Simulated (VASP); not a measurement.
# ZrSi2 (Cmcm) in VASP: notebook

Runs on ZrSi2. Level: PBE+D3(BJ). Tasks: relaxation of cell and atoms.

All numbers are computed with VASP 6.6.1; they aren't measurements. Logs are shortened: lines on timing, memory, paths and dates and some standing lists are left out, and cuts for length are marked.

### Step 1. Starting point

The structure is orthorhombic, space group Cmcm (No. 63). Conventional cell: a = 3.706 Å, b = 14.735 Å, c = 3.672 Å, α = 90.00°, β = 90.00°, γ = 90.00°. Zr (site symmetry m2m) is surrounded by 10 Si at 2.72 to 2.97 Å. Around Si (site symmetry m2m) lie 2 Si at 2.40 Å and 4 Zr at 2.72 Å. Around Si (site symmetry m2m) lie 4 Si at 2.61 Å and 4 Zr at 2.81 to 2.83 Å.

### Step 2. Relaxation of cell and atoms, PBE+D3(BJ)

Input file INCAR:

```
SYSTEM = ZrSi2
  PREC = Accurate
  ENCUT = 600
  EDIFF = 1E-6
  ISMEAR = 1
  SIGMA = 0.1
  LREAL = .False.
  LASPH = .True.
  NELM = 80
  ALGO = Normal
  ISIF = 3
  LWAVE = .False.
  LCHARG = .False.
  GGA = PE
  IVDW = 12
  IBRION = 2
  NSW = 90
  EDIFFG = -0.01
  KPAR = 2
```

Input file KPOINTS:

```
Automatic mesh
0
Gamma
  10 10 10
  0 0 0
```

Input file POSCAR:

```
ZrSi2
1.0
    1.8530000000     -7.3675000000      0.0000000000
    1.8530000000      7.3675000000      0.0000000000
    0.0000000000      0.0000000000      3.6720000000
Zr Si
2 4
Direct
    0.8946000000      0.1054000000      0.2500000000
    0.1054000000      0.8946000000      0.7500000000
    0.5522000000      0.4478000000      0.2500000000
    0.4478000000      0.5522000000      0.7500000000
    0.2496000000      0.7504000000      0.2500000000
    0.7504000000      0.2496000000      0.7500000000
```

Potentials or basis: VASP PAW PBE potentials, release 64 (Zr_sv, Si).

The run is started by

```sh
cat potpaw_PBE.64/Zr_sv/POTCAR potpaw_PBE.64/Si/POTCAR > POTCAR
mpirun -np 2 vasp_std > vasp.out
```

OUTCAR:

```text
SYSTEM = ZrSi2
   PREC = Accurate
   ENCUT = 600
   EDIFF = 1E-6
   ISMEAR = 1
   LREAL = .False.
   LASPH = .True.
   NELM = 80
   ISIF = 3
   GGA = PE
   IVDW = 12
   IBRION = 2
   NSW = 90
   EDIFFG = -0.01
 IVDW          = 12

 ion  position               nearest neighbor table
   1  0.895  0.105  0.250-   4 2.72   4 2.72   4 2.72   4 2.72   6 2.81   6 2.81   5 2.83   5 2.83
                             3 2.97   3 2.97   2 3.61   2 3.61
   2  0.105  0.895  0.750-   3 2.72   3 2.72   3 2.72   3 2.72   5 2.81   5 2.81   6 2.83   6 2.83
                             4 2.97   4 2.97   1 3.61   1 3.61
   3  0.552  0.448  0.250-   4 2.40   4 2.40   2 2.72   2 2.72   2 2.72   2 2.72   1 2.97   1 2.97

   4  0.448  0.552  0.750-   3 2.40   3 2.40   1 2.72   1 2.72   1 2.72   1 2.72   2 2.97   2 2.97

   5  0.250  0.750  0.250-   6 2.61   6 2.61   6 2.61   6 2.61   2 2.81   2 2.81   1 2.83   1 2.83

   6  0.750  0.250  0.750-   5 2.61   5 2.61   5 2.61   5 2.61   1 2.81   1 2.81   2 2.83   2 2.83

  LATTYP: Found a base centered orthorhombic cell.
 ALAT       =     3.7060000000
 B/A-ratio  =     3.9759848894
 C/A-ratio  =     0.9908256881

  Lattice vectors:

 A1 = (   1.8530000000,  -7.3675000000,   0.0000000000)
 A2 = (   1.8530000000,   7.3675000000,   0.0000000000)
 A3 = (   0.0000000000,   0.0000000000,   3.6720000000)

Analysis of symmetry for initial positions (statically):
=====================================================================
 Subroutine PRICEL returns:
 Original cell was already a primitive cell.

 Routine SETGRP: Setting up the symmetry group for a
 base centered orthorhombic supercell.

 Subroutine GETGRP returns: Found  8 space group operations
 (whereof  4 operations were pure point group operations)
 out of a pool of  8 trial point group operations.

The static configuration has the point symmetry C_2h.
 The point group associated with its full space group is D_2h.

Analysis of symmetry for dynamics (positions and initial velocities):
=====================================================================
 Subroutine PRICEL returns:
 Original cell was already a primitive cell.

 Routine SETGRP: Setting up the symmetry group for a
 base centered orthorhombic supercell.

 Subroutine GETGRP returns: Found  8 space group operations
 (whereof  4 operations were pure point group operations)
 out of a pool of  8 trial point group operations.

The dynamic configuration has the point symmetry C_2h.
 The point group associated with its full space group is D_2h.

 Subroutine INISYM returns: Found  8 space group operations
 (whereof  4 operations are pure point group operations),
 and found     1 'primitive' translations

----------------------------------------------------------------------------------------

                                     Primitive cell

  volume of cell :     100.2601

  direct lattice vectors                    reciprocal lattice vectors
     1.853000000 -7.367500000  0.000000000     0.269832704 -0.067865626  0.000000000
     1.853000000  7.367500000  0.000000000     0.269832704  0.067865626  0.000000000
     0.000000000  0.000000000  3.672000000     0.000000000  0.000000000  0.272331155

  length of vectors
     7.596951050  7.596951050  3.672000000     0.278236287  0.278236287  0.272331155

  position of ions in fractional coordinates (direct lattice)
     0.894600000  0.105400000  0.250000000
     0.105400000  0.894600000  0.750000000
     0.552200000  0.447800000  0.250000000
     0.447800000  0.552200000  0.750000000
     0.249600000  0.750400000  0.250000000
     0.750400000  0.249600000  0.750000000

  ion indices of the primitive-cell ions
   primitive index   ion index
                 1           1
                 2           2
                 3           3
                 4           4
                 5           5
                 6           6

----------------------------------------------------------------------------------------

 KPOINTS: Automatic mesh

Automatic generation of k-mesh.
 Grid dimensions read from file:
 generate k-points for:   10   10   10

 Generating k-lattice:

  Cartesian coordinates                     Fractional coordinates (reciprocal lattice)
     0.026983270 -0.006786563  0.000000000     0.100000000  0.000000000  0.000000000
     0.026983270  0.006786563  0.000000000     0.000000000  0.100000000  0.000000000
     0.000000000  0.000000000  0.027233115     0.000000000  0.000000000  0.100000000

  Length of vectors
     0.027823629  0.027823629  0.027233115

  Shift w.r.t. Gamma in fractional coordinates (k-lattice)
     0.000000000  0.000000000  0.000000000

 Subroutine IBZKPT returns following result:
 ===========================================

 Found    186 irreducible k-points:

 Following reciprocal coordinates:
            Coordinates               Weight
  0.000000  0.000000  0.000000      1.000000
  0.100000  0.000000  0.000000      4.000000
  0.200000  0.000000  0.000000      4.000000
  0.300000  0.000000  0.000000      4.000000
  0.400000  0.000000  0.000000      4.000000
  0.500000  0.000000  0.000000      2.000000
[... 16 lines left out ...]
  0.300000  0.300000  0.000000      2.000000
  0.400000  0.300000  0.000000      4.000000
 [... further k-points ...]
   k-points           NKPTS =    186   k-points in BZ     NKDIM =    186   number of bands    NBANDS=     24
   number of dos      NEDOS =    301   number of ions     NIONS =      6
   total plane-waves  NPLWV = 122880
   dimension x,y,z NGX =    64 NGY =   64 NGZ =   30
   dimension x,y,z NGXF=   128 NGYF=  128 NGZF=   60
   ions per type =               2   4
   NGX,Y,Z   is equivalent  to a cutoff of  14.01, 14.01, 13.58 a.u.
   NGXF,Y,Z  is equivalent  to a cutoff of  28.01, 28.01, 27.16 a.u.
 SYSTEM =  ZrSi2
   PREC   = accura    normal or accurate (medium, high low for compatibility)
   ISTART =      0    job   : 0-new  1-cont  2-samecut
   ICHARG =      2    charge: 1-file 2-atom 10-const
   ISPIN  =      1    spin polarized calculation?
   LNONCOLLINEAR =      F non collinear calculations
   LSORBIT =      F    spin-orbit coupling
   LASPH  =      T    aspherical Exc in radial PAW
   ENCUT  =  600.0 eV  44.10 Ry    6.64 a.u.  15.17 15.17  7.33*2*pi/ulx,y,z
   NELM   =     80;   NELMIN=  2; NELMDL= -5     # of ELM steps
   EDIFF  = 0.1E-05   stopping-criterion for ELM
   LREAL  =      F    real-space projection
   EDIFFG = -.1E-01   stopping-criterion for IOM
   NSW    =     90    number of steps for IOM
   IBRION =      2    ionic relax: 0-MD 1-quasi-New 2-CG
   NFREE  =      1    steps in history (QN), initial steepest desc. (CG)
   ISIF   =      3    stress and relaxation
   ISYM   =      2    0-nonsym 1-usesym 2-fastsym
   POTIM  = 0.5000    time-step for ionic-motion
   TEBEG  =    0.0;   TEEND  =   0.0 temperature during run
   PSTRESS=    0.0 pullay stress
   NELECT =      40.0000    total number of electrons
   NUPDOWN=      -1.0000    fix difference up-down
   EMIN   =  10.00;   EMAX   =-10.00  energy-range for DOS
   EFERMI =   0.00;   METHOD = LEGACY
   ISMEAR =     1;   SIGMA  =   0.10  broadening in eV -4-tet -1-fermi 0-gaus
   EFERMI_NEDOS =   21; number of points for ismear=-14 and -15
   IALGO  =     38    algorithm
   IMIX   =      4    mixing-type and parameters
     AMIX     =   0.40;   BMIX     =  1.00
     AMIX_MAG =   1.60;   BMIX_MAG =  1.00
  volume/ion in A,a.u.               =      16.71       112.76
  Fermi-wavevector in a.u.,A,eV,Ry     =   1.205180  2.277461 19.761917  1.452460
  Thomas-Fermi vector in A             =   2.340884
   LORBIT       =      0    0 simple, 1 ext, 2 COOP (PROOUT), +10 PAW based schemes
   GGA     = PE    functional components
   LHFCALC =     F    Hartree Fock is set to
   AEXX    =    0.0000 exact exchange contribution
   IVDW    =    12    specifies the selected vdW correction
   LEPSILON=     F    determine dielectric tensor
   LRPA    =     F    only Hartree local field effects (RPA)
 conjugate gradient relaxation of ions
 non-spin polarized calculation
 Methfessel and Paxton  Order N= 1 SIGMA  =   0.10
  energy-cutoff  :      600.00
  volume of cell :      100.26
 maximum number of plane-waves:      3386
 NGX is ok and might be reduce to    64
   NGX = 31   NGY = 31   NGZ = 15

--------------------------------------- Ionic step        1  -------------------------------------------

 number of electron      40.0000000 magnetization

 Free energy of the ion-electron system (eV)
  ---------------------------------------------------
  ext. energy  EPLUGINS =         0.00000000
  ---------------------------------------------------
  free energy    TOTEN  =       -42.71199604 eV

  energy without entropy =      -42.71152431  energy(sigma->0) =      -42.71183880

------------------------ aborting loop because EDIFF is reached ----------------------------------------

 Edisp (eV)   -2.90238

 E8    (eV) :    -1.3187

  FORCE on cell =-STRESS in cart. coord.  units (eV):
  Direction    XX          YY          ZZ          XY          YZ          ZX
  --------------------------------------------------------------------------------------
  -------------------------------------------------------------------------------------
  Total      -2.91860    -2.13562    -2.31689     0.00000    -0.00000     0.00000
  in kB     -46.63982   -34.12758   -37.02436     0.00000    -0.00000     0.00000
  external pressure =      -39.26 kB  Pullay stress =        0.00 kB
[... 333 lines left out ...]
  energy  without entropy=      -45.6593319898  energy(sigma->0) =      -45.65963050

--------------------------------------- Ionic step        9  -------------------------------------------

 number of electron      39.9999999 magnetization

 Free energy of the ion-electron system (eV)
  ---------------------------------------------------
  ext. energy  EPLUGINS =         0.00000000
  ---------------------------------------------------
  free energy    TOTEN  =       -42.65928366 eV

  energy without entropy =      -42.65883911  energy(sigma->0) =      -42.65913548

 E-fermi :  10.4540     XC(G=0): -11.4203

 val. band max:       10.4405423458   @ k =  -0.4000   0.2000   0.1000
 cond. band min:      10.4544276917   @ k =   0.2000   0.0000   0.0000
 fundamental gap:      0.0138853458
 Fermi energy:        10.4539737738

 k-point     1 :       0.0000    0.0000    0.0000
  band No.  band energies     occupation
      1     -38.2014      2.00000
      2     -38.1857      2.00000
      3     -16.4784      2.00000
      4     -16.3149      2.00000
      5     -16.2878      2.00000
      6     -16.2819      2.00000
[... 637 lines left out ...]
     23      11.2978     -0.00000
     24      12.4215     -0.00000

 [... further k-points ...]

------------------------ aborting loop because EDIFF is reached ----------------------------------------

 Edisp (eV)   -3.00053

 E8    (eV) :    -1.3632

  FORCE on cell =-STRESS in cart. coord.  units (eV):
  Direction    XX          YY          ZZ          XY          YZ          ZX
  --------------------------------------------------------------------------------------
  -------------------------------------------------------------------------------------
  Total       0.00933     0.00352     0.01841     0.00000    -0.00000     0.00000
  in kB       0.15399     0.05815     0.30390     0.00000    -0.00000     0.00000
  external pressure =        0.17 kB  Pullay stress =        0.00 kB
[... 21 lines left out ...]
  FREE ENERGIE OF THE ION-ELECTRON SYSTEM (eV)
  ---------------------------------------------------
  free  energy   TOTEN  =       -45.6598147869 eV

  energy  without entropy=      -45.6593702428  energy(sigma->0) =      -45.65966661

 reached required accuracy - stopping structural energy minimisation
```

It took 29 min on 2 MPI ranks of Intel Xeon Platinum 8488C (Sapphire Rapids), shared host; peak memory 0.7 GiB.

What came out:

```
Free energy                            : -45.6598 eV
Relaxed volume                         : 16.18 Å³/atom
Relaxed cell                           : a = 7.493 Å, b = 7.493 Å, c = 3.645 Å, α = 90.00°, β = 90.00°, γ = 151.69°
Space group after relaxing (to 0.05 Å) : Cmcm (No. 63)
Energy gained by relaxing              : 7.6 meV/atom
Ionic steps                            : 9
Pressure after relaxing                : 0.0 GPa
Largest force after relaxing           : 0.005 eV/Å
Band gap on the k mesh                 : none (metal or under the smearing width)
Dispersion energy per atom             : -0.500 eV
```

Forces in eV/Å, atoms in the order of the input:
```
Zr   0.000  0.004  0.000
Zr   0.000 -0.004  0.000
Si   0.000  0.002  0.000
Si   0.000 -0.002  0.000
Si   0.000 -0.005  0.000
Si   0.000  0.005  0.000
```

The path:
```csv
step,energy change (eV),largest force (eV/Å),pressure (GPa),volume (Å³)
1,0.0000,0.1683,-3.93,100.26
2,-0.0031,0.2043,4.45,94.43
3,-0.0400,0.1857,0.12,97.23
4,-0.0436,0.0846,0.01,97.19
5,-0.0441,0.0356,-0.03,97.16
6,-0.0452,0.0188,-0.02,97.11
7,-0.0454,0.0104,-0.01,97.06
8,-0.0454,0.0102,-0.01,97.06
9,-0.0454,0.0046,0.02,97.05
```

Final structure:
```yaml
crystal:
  lattice:
    - [1.83252, -7.26530, 0.00000]
    - [1.83252, 7.26530, 0.00000]
    - [0.00000, 0.00000, 3.64477]
  atoms:
    - { symbol: Zr, position: [0.89521, 0.10479, 0.25000] }
    - { symbol: Zr, position: [0.10479, 0.89521, 0.75000] }
    - { symbol: Si, position: [0.55387, 0.44613, 0.25000] }
    - { symbol: Si, position: [0.44613, 0.55387, 0.75000] }
    - { symbol: Si, position: [0.25023, 0.74977, 0.25000] }
    - { symbol: Si, position: [0.74977, 0.25023, 0.75000] }
```

Caveat: pairwise dispersion overbinds metals, which lowers pressure and volume.

### Step 3. Relaxation of cell and atoms, PBE+D3(BJ)

This run uses another cell than the first one, of 16.18 Å³/atom, 0.968 times its volume.

INCAR: that of step 2 with these lines changed.

```diff
@@ -3,3 +3,3 @@
   ENCUT = 600
-  EDIFF = 1E-6
+  EDIFF = 1E-7
   ISMEAR = 1
@@ -17,3 +17,3 @@
   NSW = 90
-  EDIFFG = -0.01
+  EDIFFG = -0.005
   KPAR = 2
```

KPOINTS is that of step 2.

Input file POSCAR:

```
ZrSi2                                   
1.0
    1.8325218732     -7.2652971241     -0.0000000000
    1.8325218732      7.2652971241      0.0000000000
    0.0000000000      0.0000000000      3.6447655368
  Zr              Si            
     2     4
Direct
     0.8952129732334100    0.1047870267665898    0.2500000000000000
     0.1047870267665898    0.8952129732334100    0.7500000000000000
     0.5538717945788501    0.4461282054211499    0.2500000000000000
     0.4461282054211499    0.5538717945788501    0.7500000000000000
     0.2502251160827259    0.7497748839172743    0.2500000000000000
     0.7497748839172743    0.2502251160827259    0.7500000000000000
```

Potentials or basis: VASP PAW PBE potentials, release 64 (Zr_sv, Si).

The run is started by

```sh
cat potpaw_PBE.64/Zr_sv/POTCAR potpaw_PBE.64/Si/POTCAR > POTCAR
mpirun -np 2 vasp_std > vasp.out
```

It took 5.9 min on 2 MPI ranks of Intel Xeon Platinum 8488C (Sapphire Rapids), shared host; peak memory 0.63 GiB.

Results (log left out):

| Item | Value |
| --- | --- |
| Free energy | -45.6592 eV |
| Pressure after relaxing | 0.0 GPa |
| Largest force after relaxing | 0.005 eV/Å |
| Band gap on the k mesh | none (metal or under the smearing width) |
| Dispersion energy per atom | -0.500 eV |

Forces on the atoms (eV/Å):
```
Zr   0.000  0.004  0.000
Zr   0.000 -0.004  0.000
Si   0.000  0.002  0.000
Si   0.000 -0.002  0.000
Si   0.000 -0.005  0.000
Si   0.000  0.005  0.000
```

Final structure:
```
Zr Si
1.0
     1.83252   -7.26530    0.00000
     1.83252    7.26530    0.00000
     0.00000    0.00000    3.64477
Zr Si
2 4
Direct
  0.89521 0.10479 0.25000
  0.10479 0.89521 0.75000
  0.55387 0.44613 0.25000
  0.44613 0.55387 0.75000
  0.25023 0.74977 0.25000
  0.74977 0.25023 0.75000
```

Levels at points of the mesh, in eV from the Fermi level:
```tsv
k point	band 18	band 19	band 20	band 21	band 22	band 23
(0.00, 0.00, 0.00)	-2.41	-2.36	0.03	1.09	1.38	1.48
(0.50, 0.00, 0.00)	-1.59	-0.90	-0.50	-0.48	0.98	0.99
(0.50, 0.50, 0.00)	-1.90	-1.48	0.43	1.00	1.17	1.47
(0.00, 0.00, 0.50)	-1.97	-0.07	-0.07	0.19	0.19	1.60
(0.50, 0.00, 0.50)	-3.25	-2.21	-2.21	2.24	2.24	3.20
(0.50, 0.50, 0.50)	-2.29	-0.95	-0.95	0.11	0.11	2.35
```

Caveat: the relaxation stopped at its first step, so nothing moved; pairwise dispersion overbinds metals, which lowers pressure and volume.
